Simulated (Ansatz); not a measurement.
This script drives Ansatz's Python interface.

Script `push_mgte.py`:
```python
"""Energy and force of MgTe as one atom is pushed off its site."""

import ansatz as az
import numpy as np


def main() -> None:
    lattice = az.Lattice.of(
        (4.52, 0.0, 0.0),
        (-2.26, 3.91443483, 0.0),
        (0.0, 0.0, 7.33),
    )
    sites = [
        ("Mg", (1 / 3, 2 / 3, 0.0)),
        ("Mg", (2 / 3, 1 / 3, 0.5)),
        ("Te", (1 / 3, 2 / 3, 0.385)),
        ("Te", (2 / 3, 1 / 3, 0.885)),
    ]
    xtal = az.Crystal(lattice=lattice)
    for symbol, position in sites:
        xtal = xtal.atom(symbol, position)

    inverse = np.linalg.inv(np.array(xtal.lattice.vectors))
    home = np.array(xtal.sites[3].position)
    values = np.linspace(-0.02, 0.02, 5)
    energies, pulls = [], []
    for shift in values:
        moved = xtal.move(3, to=home + shift * inverse[1])
        model = moved.calculation()
        model = model.kpoints(6, 6, 4, center="gamma")
        model = model.basis(16 * az.Ha)
        model = model.functional("PBEsol")
        model = model.occupations(az.OccupationsMethod.FIXED).forces()
        r = model.run(threads=1).report
        energies.append(r["free_energy_ev"])
        pulls.append(r["forces_ev_ang"][3][1])

    # the force is minus the slope of the free energy
    print("shift (A)   dE (eV)   force along y (eV/A)")
    for shift, e, f in zip(values, energies, pulls):
        print(f"{shift:8.3f} {e - energies[2]:10.5f} {f:12.4f}")
    print(f"stiffness from energies {2 * np.polyfit(values, energies, 2)[0]:.3f}, from forces {-np.polyfit(values, pulls, 1)[0]:.3f} eV/A^2")


if __name__ == "__main__":
    main()
```

It is started by `python push_mgte.py`. How long does it take on 1 thread of Arm Neoverse V2, on a shared host, and how much memory does it need?

It took about 68 s, with a peak of 0.48 GiB, for 5 runs of the engine.

Running `python push_mgte.py` prints:
```text
shift (A)   dE (eV)   force along y (eV/A)
  -0.020    0.00107       0.1077
  -0.010    0.00026       0.0532
   0.000    0.00000      -0.0000
   0.010    0.00026      -0.0519
   0.020    0.00103      -0.1026
stiffness from energies 5.257, from forces 5.258 eV/A^2
```

The curvature of the energy gives 5.257 eV/Å² and the slope of the force 5.258 eV/Å², a positive curvature.

The structure is a deposited one; some such entries were measured under pressure or heat, so a shift against it needn't be the functional's error alone. All periodic images of the atom move with it, so the curvature is one diagonal element of the zone-centre force constants and no normal mode; a positive value doesn't exclude soft modes in which several atoms move.
